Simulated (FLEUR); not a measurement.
# Si2Ni (Fm-3m) in FLEUR: notebook

The runs below take Si2Ni through band structure, equation of state, with PW91+U, Wu-Cohen GGA.

Program: FLEUR MaX-R8.1 (later development tree). These are calculated values, not measurements. Logs are shortened: lines on timing, memory, paths and dates and some standing lists are left out, and cuts for length are marked.

## Step 1: The crystal as given

The structure is cubic, space group Fm-3m (No. 225). Conventional cell: a = 5.406 Å, b = 5.406 Å, c = 5.406 Å, α = 90.00°, β = 90.00°, γ = 90.00°. Around Ni (site symmetry m-3m) lie 8 Si at 2.34 Å. Around Si (site symmetry -43m) lie 4 Ni at 2.34 Å.

## Step 2: Band structure, PW91+U, collinear spin, ferromagnetic start (cell squeezed)

Input file inp.xml:

```xml
<?xml version="1.0" encoding="UTF-8" standalone="no"?>
<fleurInput fleurInputVersion="0.39">
   <comment>
      Si2Ni                                                                                               
   </comment>
   <calculationSetup>
      <cutoffs Kmax="3.5" Gmax="17.5" GmaxXC="17.5" numbands="0"/>
      <scfLoop itmax="50" minDistance="0.0002" maxIterBroyd="50" imix="Anderson" alpha="0.2" precondParam="0.0" spinf="2.0" sdNocoIR="T"/>
      <coreElectrons ctail="T" frcor="F" kcrel="0" coretail_lmax="0"/>
      <xcFunctional name="pw91" relativisticCorrections="F"/>
      <magnetism jspins="2"/>
      <soc l_soc="F" theta="0.0" phi="0.0" spav="F"/>
      <expertModes spex="0" secvar="F"/>
      <geometryOptimization l_f="F" forcealpha="1.0" forcemix="BFGS" epsdisp="0.00001" epsforce="0.00001"/>
      <ldaU l_linMix="F" mixParam="0.05" spinf="1.0"/>
   </calculationSetup>
   <cell>
      <bzIntegration valenceElectrons="42.0" mode="hist" fermiSmearingEnergy="0.00183747">
         <kPointListSelection listName="default-1"/>
         <!-- k-points included here -->
         <xi:include xmlns:xi="http://www.w3.org/2001/XInclude" href="kpts.xml"> </xi:include>
      </bzIntegration>
      <!-- symmetry operations included here -->
      <xi:include xmlns:xi="http://www.w3.org/2001/XInclude" href="sym.xml"> </xi:include>
      <bulkLattice scale="1.0">
         <bravaisMatrix>
[... 32 lines left out ...]
         <energyParameters s="3" p="3" d="3" f="4"/>
         <lo type="SCLO" l="0" n="2" eDeriv="0"/>
         <lo type="SCLO" l="1" n="2" eDeriv="0"/>
         <lo type="SCLO" l="2" n="3" eDeriv="2"/>
         <lo type="SCLO" l="3" n="4" eDeriv="2"/>
      </species>
   </atomSpecies>
   <atomGroups>
      <atomGroup species="Nickel (Ni1.000">
         <relPos label="                   1">.0000000000 .0000000000 .0000000000</relPos>
         <force calculate="T" relaxXYZ="TTT"/>
      </atomGroup>
      <atomGroup species="Silicon (Si)">
         <relPos label="                   2">-1.000/4.000 -1.000/4.000 -1.000/4.000</relPos>
         <relPos label="                   3">1.000/4.000 1.000/4.000 1.000/4.000</relPos>
         <force calculate="T" relaxXYZ="TTT"/>
      </atomGroup>
   </atomGroups>
   <output dos="F" band="F" slice="F">
      <checks vchk="F" cdinf="F"/>
      <bandDOS minEnergy="-.5*Htr" maxEnergy="0.5*Htr" sigma="0.015" storeEVData="T"/>
      <vacuumDOS vacdos="F" integ="F" star="F" nstars="0" locx1="0.0" locy1="0.0" locx2="0.0" locy2="0.0" nstm="0" tworkf="0.0"/>
      <unfoldingBand unfoldBand="F" supercellX="1" supercellY="1" supercellZ="1"/>
      <plotting iplot="0" polar="F">
         <plot TwoD="T" vec1="  1.0  0.0  0.0" vec2="  0.0  1.0  0.0" vec3="  0.0  0.0  1.0" zero="  0.0  0.0  0.0" file="plot"/>
      </plotting>
      <chargeDensitySlicing numkpt="0" minEigenval="0.0" maxEigenval="0.0" nnne="0" pallst="F"/>
      <specialOutput eonly="F"/>
      <moessbauerParams electricFieldGradient="T" isomerShift="T" coreHyperfine="T" valenceHyperfine="T"/>
      <magneticCircularDichroism mcd="F" energyLo="-10.0" energyUp="0.0"/>
   </output>
  <!-- We include the file relax.xml here to enable relaxations (see documentation) -->
  <xi:include xmlns:xi="http://www.w3.org/2001/XInclude" href="relax.xml"> <xi:fallback/> </xi:include>
</fleurInput>
```

Input file crystal.txt:

```
Si2Ni
&input cartesian=F /
0.0000000000  2.5092429235  2.5092429235
2.5092429235  0.0000000000  2.5092429235
2.5092429235  2.5092429235  0.0000000000
1.8897261246
1.0 1.0 1.0

3
28 0.0000000000  0.0000000000  0.0000000000 : 1.000
14 0.7500000000  0.7500000000  0.7500000000
14 0.2500000000  0.2500000000  0.2500000000

&kpt div1=7 div2=7 div3=7 gamma=T /
```

Input file inp.xml (bands):

```
<?xml version="1.0" encoding="UTF-8" standalone="no"?>
<fleurInput fleurInputVersion="0.39">
   <comment>
      Si2Ni                                                                                               
   </comment>
   <calculationSetup>
      <cutoffs Kmax="3.5" Gmax="17.5" GmaxXC="17.5" numbands="0"/>
      <scfLoop itmax="50" minDistance="0.0002" maxIterBroyd="50" imix="Anderson" alpha="0.2" precondParam="0.0" spinf="2.0" sdNocoIR="T"/>
      <coreElectrons ctail="T" frcor="F" kcrel="0" coretail_lmax="0"/>
      <xcFunctional name="pw91" relativisticCorrections="F"/>
      <magnetism jspins="2"/>
      <soc l_soc="F" theta="0.0" phi="0.0" spav="F"/>
      <expertModes spex="0" secvar="F"/>
      <geometryOptimization l_f="F" forcealpha="1.0" forcemix="BFGS" epsdisp="0.00001" epsforce="0.00001"/>
      <ldaU l_linMix="F" mixParam="0.05" spinf="1.0"/>
   </calculationSetup>
   <cell>
      <bzIntegration valenceElectrons="42.0" mode="hist" fermiSmearingEnergy="0.00183747">
         <kPointListSelection listName="path-1"/>
         <!-- k-points included here -->
         <xi:include xmlns:xi="http://www.w3.org/2001/XInclude" href="kpts.xml"> </xi:include>
      </bzIntegration>
      <!-- symmetry operations included here -->
      <xi:include xmlns:xi="http://www.w3.org/2001/XInclude" href="sym.xml"> </xi:include>
      <bulkLattice scale="1.0">
         <bravaisMatrix>
[... 31 lines left out ...]
         </electronConfig>
         <energyParameters s="3" p="3" d="3" f="4"/>
         <lo type="SCLO" l="0" n="2" eDeriv="0"/>
         <lo type="SCLO" l="1" n="2" eDeriv="0"/>
         <lo type="SCLO" l="2" n="3" eDeriv="2"/>
         <lo type="SCLO" l="3" n="4" eDeriv="2"/>
      </species>
   </atomSpecies>
   <atomGroups>
      <atomGroup species="Nickel (Ni1.000">
         <relPos label="                   1">.0000000000 .0000000000 .0000000000</relPos>
         <force calculate="T" relaxXYZ="TTT"/>
      </atomGroup>
      <atomGroup species="Silicon (Si)">
         <relPos label="                   2">-1.000/4.000 -1.000/4.000 -1.000/4.000</relPos>
         <relPos label="                   3">1.000/4.000 1.000/4.000 1.000/4.000</relPos>
         <force calculate="T" relaxXYZ="TTT"/>
      </atomGroup>
   </atomGroups>
   <output dos="F" band="T" slice="F">
      <checks vchk="F" cdinf="F"/>
      <bandDOS minEnergy="-.5*Htr" maxEnergy="0.5*Htr" sigma="0.015" storeEVData="T"/>
      <vacuumDOS vacdos="F" integ="F" star="F" nstars="0" locx1="0.0" locy1="0.0" locx2="0.0" locy2="0.0" nstm="0" tworkf="0.0"/>
      <unfoldingBand unfoldBand="F" supercellX="1" supercellY="1" supercellZ="1"/>
      <plotting iplot="0" polar="F">
         <plot TwoD="T" vec1="  1.0  0.0  0.0" vec2="  0.0  1.0  0.0" vec3="  0.0  0.0  1.0" zero="  0.0  0.0  0.0" file="plot"/>
      </plotting>
      <chargeDensitySlicing numkpt="0" minEigenval="0.0" maxEigenval="0.0" nnne="0" pallst="F"/>
      <specialOutput eonly="F"/>
      <moessbauerParams electricFieldGradient="T" isomerShift="T" coreHyperfine="T" valenceHyperfine="T"/>
      <magneticCircularDichroism mcd="F" energyLo="-10.0" energyUp="0.0"/>
   </output>
  <!-- We include the file relax.xml here to enable relaxations (see documentation) -->
  <xi:include xmlns:xi="http://www.w3.org/2001/XInclude" href="relax.xml"> <xi:fallback/> </xi:include>
</fleurInput>
```

Potentials or basis: all-electron, FLAPW.

Started as:

```sh
$ inpgen -f crystal.txt -profile veryFastHighL
$ # inp.xml edited to the form shown
$ fleur_MPI
$ fleur_MPI   # second run, on inp.xml (bands)
```

Log:

```text
Welcome to FLEUR        (www.flapw.de)
      MaX-Release 8.1          (www.max-centre.eu)

 ========== k-point set info ==========
 Selected k-point list: default-1
 k-point list type: mesh
 7 x 7 x 7
 Number of k points: 20

 ------------Calculation Setup---------------------------
 Number of MPI-tasks      :            1
 Number of PE/node        :            1
 Number of OMP-threads    :            1
 Most efficient MPI parallelization for:
           1           2           4           5          10          20
 Additional eigenvalue parallelization possible
 Number of basis functions:          253
 Approximate size of matrices (H+S) per k-point:         0.001 GB
 --------------------------------------------------------
 no density matrix found ... skipping LDA+U
 Reset of history
 Iteration:     1   Distance:      19.78857204 me/bohr^3
 Iteration:     2   Distance:      16.08709927 me/bohr^3
 Iteration:     3   Distance:      13.16803793 me/bohr^3
 Iteration:     4   Distance:       8.33806877 me/bohr^3
 Iteration:     5   Distance:       3.05923962 me/bohr^3
 Iteration:     6   Distance:       1.61015070 me/bohr^3
 Iteration:     7   Distance:       1.42078509 me/bohr^3
 Iteration:     8   Distance:       0.68285881 me/bohr^3
 Iteration:     9   Distance:       0.52680887 me/bohr^3
 Iteration:    10   Distance:       0.05990271 me/bohr^3
 Iteration:    11   Distance:       0.02254825 me/bohr^3
 Iteration:    12   Distance:       0.00655033 me/bohr^3
 Iteration:    13   Distance:       0.00076812 me/bohr^3
 Iteration:    14   Distance:       0.00037487 me/bohr^3
 Iteration:    15   Distance:       0.00014702 me/bohr^3

 ********************************************************************
 Run finished successfully
 Stop message:
   all done
 ********************************************************************
```

Wall time 25 s (1 thread of Arm Neoverse V1, shared host); peak memory 0.07 GiB.

Results:

```yaml
Free_energy: -57182.8451 eV
Band_gap_along_the_path: none (metal or under the smearing width)
Net_moment: 0.00 μB per cell
Valence_electrons_inside_the_program's_atomic_spheres: Ni 17.03; Si 9.34 (radii Ni 2.02, Si 1.78 bohr)
```

Levels at the corners of the path, in eV from the Fermi level:
Spin up:
| point | band 18 | band 19 | band 20 | band 21 | band 22 | band 23 | band 24 | band 25 |
| --- | --- | --- | --- | --- | --- | --- | --- | --- |
| Γ | -5.54 | 1.44 | 1.66 | 1.66 | 1.66 | 1.77 | 1.77 | 1.77 |
| X | -5.42 | -5.42 | -5.13 | -4.89 | -0.40 | 0.65 | 7.37 | 10.16 |
| W | -5.45 | -5.44 | -4.96 | -3.82 | 2.51 | 2.51 | 4.24 | 5.39 |
| K | -5.65 | -5.15 | -4.45 | -3.96 | 0.07 | 3.46 | 4.87 | 7.95 |
| Γ | -5.54 | 1.44 | 1.66 | 1.66 | 1.66 | 1.77 | 1.77 | 1.77 |
| L | -5.19 | -5.19 | -2.22 | -2.22 | 1.64 | 1.64 | 1.88 | 3.88 |
| U | -5.65 | -5.15 | -4.45 | -3.96 | 0.07 | 3.46 | 4.87 | 7.95 |
| W | -5.45 | -5.44 | -4.96 | -3.82 | 2.51 | 2.51 | 4.24 | 5.39 |
| L | -5.19 | -5.19 | -2.22 | -2.22 | 1.64 | 1.64 | 1.88 | 3.88 |
| K | -5.65 | -5.15 | -4.45 | -3.96 | 0.07 | 3.46 | 4.87 | 7.95 |
| U | -5.65 | -5.15 | -4.45 | -3.96 | 0.07 | 3.46 | 4.87 | 7.95 |
| X | -5.42 | -5.42 | -5.13 | -4.89 | -0.40 | 0.65 | 7.37 | 10.16 |
Spin down:
```
point  band 17  band 18  band 19  band 20  band 21  band 22  band 23  band 24  band 25  band 26
    Γ    -5.54    -5.54     1.44     1.66     1.66     1.66     1.77     1.77     1.77     5.12
    X    -5.84    -5.42    -5.42    -5.13    -4.89    -0.40     0.65     7.37    10.16    10.16
    W    -5.45    -5.45    -5.44    -4.96    -3.82     2.51     2.51     4.24     5.39    10.08
    K    -6.09    -5.65    -5.15    -4.45    -3.96     0.07     3.46     4.87     7.95     9.17
    Γ    -5.54    -5.54     1.44     1.66     1.66     1.66     1.77     1.77     1.77     5.12
    L    -5.44    -5.19    -5.19    -2.22    -2.22     1.64     1.64     1.88     3.88     9.63
    U    -6.09    -5.65    -5.15    -4.45    -3.96     0.07     3.46     4.87     7.95     9.17
    W    -5.45    -5.45    -5.44    -4.96    -3.82     2.51     2.51     4.24     5.39    10.08
    L    -5.44    -5.19    -5.19    -2.22    -2.22     1.64     1.64     1.88     3.88     9.63
    K    -6.09    -5.65    -5.15    -4.45    -3.96     0.07     3.46     4.87     7.95     9.17
    U    -6.09    -5.65    -5.15    -4.45    -3.96     0.07     3.46     4.87     7.95     9.17
    X    -5.84    -5.42    -5.42    -5.13    -4.89    -0.40     0.65     7.37    10.16    10.16
```

Eigenvalues of the final occupation matrices:
| site | spin | trace | eigenvalues |
| --- | --- | --- | --- |
| atom type 1 | 1 | 4.05 | 0.79 0.79 0.79 0.84 0.84 |
| atom type 1 | 2 | 4.05 | 0.79 0.79 0.79 0.84 0.84 |

Core levels (eV from the Fermi level):
| atom | levels |
| --- | --- |
| 1 Ni | 1s1/2 -8206.8, 2s1/2 -976.7, 2p1/2 -851.5, 2p3/2 -834.0 |
| 2 Si | 1s1/2 -1781.7 |
| 3 Si | 1s1/2 -1781.7 |

Caveat: the U is typed as a test and isn't derived for this compound. The state reached can hang on the start; a lower one may exist.

(Part 1 of 2 ends here.)
